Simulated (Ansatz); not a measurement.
# Sensitivity of the G0W0 gap of BN (P6_3/mmc)

Aim: change settings of a G0W0 run on BN (P6_3/mmc) and see what moves.

Calculated with Ansatz 0.2.0; G0W0 on PBE, plane waves, PAW; PAW set soft_1.

This is a report of a sequence of runs, with most program output left out.

## (1) Starting point

It takes space group P6_3/mmc (No. 194, hexagonal). Conventional cell: a = 2.504 Å, b = 2.504 Å, c = 6.661 Å, α = 90.00°, β = 90.00°, γ = 120.00°. B has 3 N at 1.45 Å nearest. N has 3 B at 1.45 Å nearest. Farther neighbours and most contacts between anions are not listed.

Structure file:

```cif
data_structure
_symmetry_space_group_name_H-M 'P 1'
_symmetry_Int_Tables_number 1
_cell_length_a 2.5040
_cell_length_b 2.5040
_cell_length_c 6.6612
_cell_angle_alpha 90.000
_cell_angle_beta 90.000
_cell_angle_gamma 120.000
_cell_volume 36.17
loop_
_atom_site_label
_atom_site_type_symbol
_atom_site_fract_x
_atom_site_fract_y
_atom_site_fract_z
_atom_site_occupancy
B1 B 0.33333 0.66667 0.25000 1
B2 B 0.66667 0.33333 0.75000 1
N3 N 0.33333 0.66667 0.75000 1
N4 N 0.66667 0.33333 0.25000 1
```

The cell and positions come from the Crystallography Open Database and are kept as given unless a step says otherwise.

## (2) The base run: 9×9×2 mesh, 82 empty bands, screening to 100 eV, PAW set soft_1 files

Now the one-shot GW correction: screening in the RPA, then the self-energy of the levels asked for. This step takes PAW set soft_1 files.

Input file input.yaml:

```yaml
crystal:
  lattice:
    - [2.50399, 0.0, 0.0]
    - [-1.251995, 2.1685189508, 0.0]
    - [0.0, 0.0, 6.6612]
  atoms:
    - { symbol: B, position: [0.3333333333, 0.6666666667, 0.25] }
    - { symbol: B, position: [0.6666666667, 0.3333333333, 0.75] }
    - { symbol: "N", position: [0.3333333333, 0.6666666667, 0.75] }
    - { symbol: "N", position: [0.6666666667, 0.3333333333, 0.25] }
kpoints:
  mp_grid: { grid: [9, 9, 2] }
hamiltonian:
  xc: pbe
  pseudopotentials: { kind: paw, azcp: { folder: soft_1 } }
scf:
  occupations: { method: fixed }
gw:
  n_empty_bands: 82
  ecut_chi: 100
  qp_bands: [v2, c2]
  qp_kpoints: band_edges
  screening: { model: contour_deformation }
```

Launch:

```sh
$ ansatz run input.yaml --threads 3 --pin off --max-ram 92160MiB --backend cuda --events-out ev --progress --plain --runs-dir out --devices 1 --max-vram 13GiB
```

The job ended after 26 s (1 × NVIDIA H100 80GB HBM3 (shared by 6 runs) with 3 threads of AMD EPYC 7R13 (Zen 3), shared host; peak memory 1.1 GiB; 33 s of CPU time).

This step gave:

| Item | Value |
| --- | --- |
| bands summed | 90 |
| RPA ε∞ on this mesh (eigenvalues) | 2.523, 4.576, 4.576 |
| plane waves in the screening matrix | 83 |
| q-points in the mesh | 162 |
| G0W0 gap on the mesh | 5.853 eV |
| k of the valence top | 0.3333, 0.3333, -0.5 |
| k of the conduction bottom | 0.1111, 0.4444, 0 |
| starting gap on the mesh | 4.400 eV |
| Z at the valence top | 0.7865 |
| Z at the conduction bottom | 0.8186 |
| least direct G0W0 gap on the computed points | 6.198 eV |

The gap on the mesh goes from 4.40 eV to 5.85 eV, a correction of +1.45 eV. Between the two edge states, bare exchange in place of the xc potential would open the gap by 8.50 eV, and correlation takes back 7.04 eV.

## (3) Variant: potentials

Other atomic data (norm-conserving) test the pseudisation: the cutoff goes from 420 to 1240 eV, with the same valence electrons.

This step: G0W0 on PBE, plane waves, norm-conserving pseudopotentials.

input.yaml: that of step 2 with these lines changed.

```diff
@@ -14,3 +14,3 @@
   xc: pbe
-  pseudopotentials: { kind: paw, azcp: { folder: soft_1 } }
+  pseudopotentials: { kind: nc }
 scf:
```

It took 28 s on 1 × NVIDIA H100 80GB HBM3 (shared by 6 runs) with 3 threads; peak memory 1.2 GiB.

The G0W0 gap on the mesh is 5.872 eV.

Against the base:

```
setting            base          variant
  files  PAW set soft_1  norm-conserving
```

```
                                    quantity  variant   base
                    starting gap on the mesh    4.402  4.400
                        G0W0 gap on the mesh    5.872  5.853
least direct G0W0 gap on the computed points    6.215  6.198
                        Z at the valence top    0.787  0.786
                  Z at the conduction bottom    0.819  0.819
```

## (4) Variant: potentials

This step: G0W0 on PBE, plane waves, PAW.

input.yaml: that of step 3 with these lines changed.

```diff
@@ -14,3 +14,3 @@
   xc: pbe
-  pseudopotentials: { kind: nc }
+  pseudopotentials: { kind: paw, source: ansatz }
 scf:
```

Elapsed: 28 s, on 1 × NVIDIA H100 80GB HBM3 (shared by 6 runs) with 3 threads; peak memory 1.1 GiB.

The G0W0 gap on the mesh is 5.854 eV.

Against the base:

| setting | base | variant |
| --- | --- | --- |
| files | PAW set soft_1 | hard PAW |

```csv
quantity,variant,base
starting gap on the mesh,4.403,4.400
G0W0 gap on the mesh,5.854,5.853
least direct G0W0 gap on the computed points,6.199,6.198
Z at the valence top,0.787,0.786
Z at the conduction bottom,0.819,0.819
```

## (5) Variant: frequency model

A plasmon pole stands in for the full frequency dependence of the screening; this run shows what that costs in accuracy.

This step: G0W0 on PBE, plane waves, PAW; PAW set soft_1.

input.yaml: that of step 4 with these lines changed.

```diff
@@ -14,3 +14,3 @@
   xc: pbe
-  pseudopotentials: { kind: paw, source: ansatz }
+  pseudopotentials: { kind: paw, azcp: { folder: soft_1 } }
 scf:
@@ -22,2 +22,2 @@
   qp_kpoints: band_edges
-  screening: { model: contour_deformation }
+  screening: { model: godby_needs }
```

Elapsed: 24 s, on 1 × NVIDIA H100 80GB HBM3 (shared by 6 runs) with 3 threads; peak memory 1.1 GiB; 22 s of CPU time.

The G0W0 gap on the mesh is 5.847 eV.

Against the base:

```
        setting                 base       variant
frequency model  contour deformation  plasmon pole
```

```csv
quantity,variant,base
starting gap on the mesh,4.400,4.400
G0W0 gap on the mesh,5.847,5.853
least direct G0W0 gap on the computed points,6.197,6.198
Z at the valence top,0.805,0.786
Z at the conduction bottom,0.835,0.819
```

## (6) Results

```
base            : 5.85 eV, 26 s
potentials      : 5.87 eV, 28 s
potentials      : 5.85 eV, 28 s
frequency model : 5.85 eV, 24 s
```

**Reading.** Potentials: the gap moves by +0.02 eV (the plane-wave cutoff goes from 420 to 1240 eV). Potentials: the gap moves by +0.001 eV (the plane-wave cutoff goes from 420 to 870 eV). Frequency model: the gap moves by −0.01 eV. All runs here use a coarse mesh and modest cutoffs; they test settings and are not final values. The 9×9×2 mesh is coarse for this cell (its supercell is 13 Å along the shortest edge). The RPA ε∞ on it, from the PBE start, is 2.52 and 4.58; such meshes misread the long-range screening, most where the gap is narrow.

[Paths, hosts, dates, memory and timing lines, banners, echoed tables and standing remarks are left out of the program output.]

[Logs are printed without paths, hosts, clocks, repeated set-up lines and the standing remarks that a program may print on its own settings, such as how far it seeks lower states.]

[Runs of the session that timed out or met a known fault of the program may be left out.]

[Cells called generated may have been cut or substituted from an entry of the Crystallography Open Database or the Materials Project.]

[Hosts, paths, dates, database ids (printed as entryN), source tags and the programs' standing remarks are cut or masked in the printed files.]
